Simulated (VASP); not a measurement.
# Nb (Fm-3m) in VASP: further runs, part 2 of 2

VASP 6.6.1. Earlier steps stand in the parts before.

## (3) Single point, PBEsol

INCAR reads:

```
SYSTEM = Nb
PREC     = Accurate       ! precision mode
ENCUT    = 520            ! plane-wave cutoff, eV
EDIFF    = 1E-6           ! SCF threshold, eV
ISMEAR   = 0              ! smearing method
SIGMA    = 0.1            ! smearing width, eV
LREAL    = .FALSE.        ! projectors in reciprocal space
LASPH    = .TRUE.         ! aspherical terms in the spheres
NELM     = 100            ! most SCF steps
ALGO     = Normal         ! electronic algorithm
ISIF     = 2              ! what is computed and relaxed
LWAVE    = .FALSE.        ! write WAVECAR
LCHARG   = .FALSE.        ! write CHGCAR
GGA      = PS             ! functional
NBANDS   = 12             ! bands
```

KPOINTS reads:

```
regular mesh
0
G
  26 26 26
  0 0 0
```

POSCAR reads:

```
Nb
1.0
    0.0000000000      2.0841500000      2.0841500000
    2.0841500000      0.0000000000      2.0841500000
    2.0841500000      2.0841500000      0.0000000000
Nb
1
Direct
    0.0000000000      0.0000000000      0.0000000000
```

Potentials or basis: VASP PAW PBE potentials, release 64 (Nb_sv).

The run is started by

```sh
> cat potpaw_PBE.64/Nb_sv/POTCAR > POTCAR
> mpirun -np 1 vasp_std > vasp.out
```

OUTCAR:

```text
SYSTEM = Nb
   PREC = Accurate
   ENCUT = 520
   EDIFF = 1E-6
   ISMEAR = 0
   LREAL = .FALSE.
   LASPH = .TRUE.
   NELM = 100
   ISIF = 2
   GGA = PS

 ion  position               nearest neighbor table
   1  0.000  0.000  0.000-

  LATTYP: Found a face centered cubic cell.
 ALAT       =     4.1683000000

  Lattice vectors:

 A1 = (   0.0000000000,   2.0841500000,   2.0841500000)
 A2 = (   2.0841500000,   0.0000000000,   2.0841500000)
 A3 = (   2.0841500000,   2.0841500000,   0.0000000000)

Analysis of symmetry for initial positions (statically):
=====================================================================
 Subroutine PRICEL returns:
 Original cell was already a primitive cell.

 Routine SETGRP: Setting up the symmetry group for a
 face centered cubic supercell.

 Subroutine GETGRP returns: Found 48 space group operations
 (whereof 48 operations were pure point group operations)
 out of a pool of 48 trial point group operations.

The static configuration has the point symmetry O_h .

Analysis of symmetry for dynamics (positions and initial velocities):
=====================================================================
 Subroutine PRICEL returns:
 Original cell was already a primitive cell.

 Routine SETGRP: Setting up the symmetry group for a
 face centered cubic supercell.

 Subroutine GETGRP returns: Found 48 space group operations
 (whereof 48 operations were pure point group operations)
 out of a pool of 48 trial point group operations.

The dynamic configuration has the point symmetry O_h .

 Subroutine INISYM returns: Found 48 space group operations
 (whereof 48 operations are pure point group operations),
 and found     1 'primitive' translations

----------------------------------------------------------------------------------------

                                     Primitive cell

  volume of cell :      18.1058

  direct lattice vectors                    reciprocal lattice vectors
     0.000000000  2.084150000  2.084150000    -0.239905957  0.239905957  0.239905957
     2.084150000  0.000000000  2.084150000     0.239905957 -0.239905957  0.239905957
     2.084150000  2.084150000  0.000000000     0.239905957  0.239905957 -0.239905957

  length of vectors
     2.947433196  2.947433196  2.947433196     0.415529306  0.415529306  0.415529306

  position of ions in fractional coordinates (direct lattice)
     0.000000000  0.000000000  0.000000000

  ion indices of the primitive-cell ions
   primitive index   ion index
                 1           1

----------------------------------------------------------------------------------------

 KPOINTS: regular mesh

Automatic generation of k-mesh.
 Grid dimensions read from file:
 generate k-points for:   26   26   26

 Generating k-lattice:

  Cartesian coordinates                     Fractional coordinates (reciprocal lattice)
    -0.009227152  0.009227152  0.009227152     0.038461538  0.000000000  0.000000000
     0.009227152 -0.009227152  0.009227152     0.000000000  0.038461538  0.000000000
     0.009227152  0.009227152 -0.009227152     0.000000000  0.000000000  0.038461538

  Length of vectors
     0.015981896  0.015981896  0.015981896

  Shift w.r.t. Gamma in fractional coordinates (k-lattice)
     0.000000000  0.000000000  0.000000000

 Subroutine IBZKPT returns following result:
 ===========================================

 Found    511 irreducible k-points:

 Following reciprocal coordinates:
            Coordinates               Weight
  0.000000  0.000000  0.000000      1.000000
  0.038462  0.000000  0.000000      8.000000
  0.076923  0.000000  0.000000      8.000000
  0.115385  0.000000  0.000000      8.000000
  0.153846  0.000000  0.000000      8.000000
  0.192308  0.000000  0.000000      8.000000
[... 16 lines left out ...]
  0.346154  0.038462  0.000000     24.000000
  0.384615  0.038462  0.000000     24.000000
 [... further k-points ...]
   k-points           NKPTS =    511   k-points in BZ     NKDIM =    511   number of bands    NBANDS=     12
   number of dos      NEDOS =    301   number of ions     NIONS =      1
   total plane-waves  NPLWV =  13824
   dimension x,y,z NGX =    24 NGY =   24 NGZ =   24
   dimension x,y,z NGXF=    48 NGYF=   48 NGZF=   48
   ions per type =               1
   NGX,Y,Z   is equivalent  to a cutoff of  13.54, 13.54, 13.54 a.u.
   NGXF,Y,Z  is equivalent  to a cutoff of  27.07, 27.07, 27.07 a.u.
 SYSTEM =  Nb
   PREC   = accura    normal or accurate (medium, high low for compatibility)
   ISTART =      0    job   : 0-new  1-cont  2-samecut
   ICHARG =      2    charge: 1-file 2-atom 10-const
   ISPIN  =      1    spin polarized calculation?
   LNONCOLLINEAR =      F non collinear calculations
   LSORBIT =      F    spin-orbit coupling
   LASPH  =      T    aspherical Exc in radial PAW
   ENCUT  =  520.0 eV  38.22 Ry    6.18 a.u.   5.48  5.48  5.48*2*pi/ulx,y,z
   NELM   =    100;   NELMIN=  2; NELMDL= -5     # of ELM steps
   EDIFF  = 0.1E-05   stopping-criterion for ELM
   LREAL  =      F    real-space projection
   EDIFFG = 0.1E-04   stopping-criterion for IOM
   NSW    =      0    number of steps for IOM
   IBRION =     -1    ionic relax: 0-MD 1-quasi-New 2-CG
   NFREE  =      0    steps in history (QN), initial steepest desc. (CG)
   ISIF   =      2    stress and relaxation
   ISYM   =      2    0-nonsym 1-usesym 2-fastsym
   POTIM  = 0.5000    time-step for ionic-motion
   TEBEG  =    0.0;   TEEND  =   0.0 temperature during run
   PSTRESS=    0.0 pullay stress
   NELECT =      13.0000    total number of electrons
   NUPDOWN=      -1.0000    fix difference up-down
   EMIN   =  10.00;   EMAX   =-10.00  energy-range for DOS
   EFERMI =   0.00;   METHOD = LEGACY
   ISMEAR =     0;   SIGMA  =   0.10  broadening in eV -4-tet -1-fermi 0-gaus
   EFERMI_NEDOS =   21; number of points for ismear=-14 and -15
   IALGO  =     38    algorithm
   IMIX   =      4    mixing-type and parameters
     AMIX     =   0.40;   BMIX     =  1.00
     AMIX_MAG =   1.60;   BMIX_MAG =  1.00
  volume/ion in A,a.u.               =      18.11       122.18
  Fermi-wavevector in a.u.,A,eV,Ry     =   1.465943  2.770230 29.238754  2.148988
  Thomas-Fermi vector in A             =   2.581739
   LORBIT       =      0    0 simple, 1 ext, 2 COOP (PROOUT), +10 PAW based schemes
   GGA     = PS    functional components
   LHFCALC =     F    Hartree Fock is set to
   AEXX    =    0.0000 exact exchange contribution
   IVDW    =     0    specifies the selected vdW correction
   LEPSILON=     F    determine dielectric tensor
   LRPA    =     F    only Hartree local field effects (RPA)
 non-spin polarized calculation
 Gauss-broadening in eV      SIGMA  =   0.10
  energy-cutoff  :      520.00
  volume of cell :       18.11
 maximum number of plane-waves:       531
 NGX is ok and might be reduce to    24
   NGX = 11   NGY = 11   NGZ = 11

 number of electron      13.0000000 magnetization

 Free energy of the ion-electron system (eV)
  ---------------------------------------------------
  ext. energy  EPLUGINS =         0.00000000
  ---------------------------------------------------
  free energy    TOTEN  =       -10.60921485 eV

  energy without entropy =      -10.60144080  energy(sigma->0) =      -10.60532783

 E-fermi :  11.3367     XC(G=0): -12.6046

 val. band max:       11.3353522907   @ k =   0.0385   0.0385   0.0000
 cond. band min:      11.3381886345   @ k =  -0.3462   0.3462   0.0000
 fundamental gap:      0.0028363438
 Fermi energy:        11.3366926521

 k-point     1 :       0.0000    0.0000    0.0000
  band No.  band energies     occupation
      1     -43.3167      2.00000
      2     -18.6526      2.00000
      3     -18.6526      2.00000
      4     -18.6526      2.00000
      5       4.9996      2.00000
      6      11.4166      0.25868
      7      11.4166      0.25868
      8      11.4166      0.25868
      9      14.1427      0.00000
     10      14.1427      0.00000
     11      23.2075      0.00000
     12      28.1043      0.00000
[... 331 lines left out ...]
 k-point    24 :       0.3846    0.0385    0.0000
  band No.  band energies     occupation
      1     -43.1242      2.00000
      2     -19.7984      2.00000
      3     -18.8139      2.00000
      4     -18.8021      2.00000
      5       7.4267      2.00000
      6      11.3210      1.17587
      7      11.4853      0.03559
      8      11.6153      0.00008
      9      15.3105      0.00000
     10      15.6474      0.00000
     11      22.5099      0.00000
     12      25.1849      0.00000

 [... further k-points ...]
[... 5 lines left out ...]
  --------------------------------------------------------------------------------------
  -------------------------------------------------------------------------------------
  Total       -0.0045618     -0.0045618     -0.0045618      0.0000000     -0.0000000      0.0000000
  in kB       -0.4036690     -0.4036690     -0.4036690      0.0000000     -0.0000000      0.0000000
  external PRESSURE =      -0.4036690 kB  Pullay stress =       0.0000000 kB

 VOLUME and BASIS-vectors are now :
 -----------------------------------------------------------------------------
  energy-cutoff  :      520.00
  volume of cell :       18.11
      direct lattice vectors                 reciprocal lattice vectors
     0.000000000  2.084150000  2.084150000    -0.239905957  0.239905957  0.239905957
     2.084150000  0.000000000  2.084150000     0.239905957 -0.239905957  0.239905957
     2.084150000  2.084150000  0.000000000     0.239905957  0.239905957 -0.239905957

 POSITION                                       TOTAL-FORCE (eV/Angst)
 -----------------------------------------------------------------------------------
      0.00000      0.00000      0.00000        -0.000000      0.000000      0.000000
 -----------------------------------------------------------------------------------
    total drift:                                0.000000      0.000000     -0.000000

  FREE ENERGIE OF THE ION-ELECTRON SYSTEM (eV)
  ---------------------------------------------------
  free  energy   TOTEN  =       -10.6092148528 eV

  energy  without entropy=      -10.6014408027  energy(sigma->0) =      -10.60532783
```

Wall time 30 s (1 thread of Intel Xeon 6975P-C (Granite Rapids), shared host); peak memory 0.23 GiB.

Results:

```yaml
Free_energy: -10.6092 eV
Pressure: 0.0 GPa
Band_gap_on_the_k_mesh: none (metal or under the smearing width)
```

Levels at points of the mesh, in eV from the Fermi level:
```tsv
k point	band 2	band 3	band 4	band 5	band 6	band 7	band 8	band 9	band 10	band 11
(0.00, 0.00, 0.00)	-29.99	-29.99	-29.99	-6.34	0.08	0.08	0.08	2.81	2.81	11.87
(0.50, 0.00, 0.00)	-31.33	-30.16	-30.16	-3.99	-0.13	-0.13	1.50	4.90	4.90	10.95
(0.50, 0.50, 0.00)	-31.24	-30.47	-30.47	-4.27	-3.50	3.80	4.87	5.50	5.50	11.51
```

Caveat: the PAW data sets were made with another functional, which shifts forces and pressure a little.
